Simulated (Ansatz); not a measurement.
Runs of Ansatz 0.2.0 on MgS (Niningerite). It takes space group Fm-3m (No. 225, cubic). Conventional cell: a = 5.203 Å, b = 5.203 Å, c = 5.203 Å, α = 90.00°, β = 90.00°, γ = 90.00°. Around S (site symmetry m-3m) lie 6 Mg at 2.60 Å. Mg (site symmetry m-3m) has 6 S at 2.60 Å as nearest neighbours. 

| level | gap on the mesh (eV) | pressure (GPa) | relaxed volume (Å³/atom) |
| --- | --- | --- | --- |
| PBEsol+D3(BJ)-ATM | (a) | 0.0 | 16.85 |
| PBEsol+D4 | (c) | 0.0 | 17.07 |
| PBEsol+D3(BJ) | 2.93 | 0.0 | 16.76 |
| PBEsol | 2.86 | 0.0 | (b) |

Alike in all rows: task relaxation of cell and atoms; potentials or basis Ansatz PAW; no spin polarisation; cell relaxed; k mesh 9 × 9 × 9; cutoff (eV) 420; smearing fermi-dirac 0.05 eV.

Problem. Estimate the missing entries.

Solution. (a) 2.92; (b) 17.39; (c) 2.90.

Caveats: odd divisions of the mesh miss points on the zone boundary, where band edges often lie, so the gap on the mesh can be too wide; the plane-wave basis is chosen anew once the cell has moved, so the energies of steps on either side of that aren't comparable; the PAW data sets come from PBE, with cores solved anew for the run's functional, which leaves a small shift of forces and pressure.

A k mesh can miss the band edges.
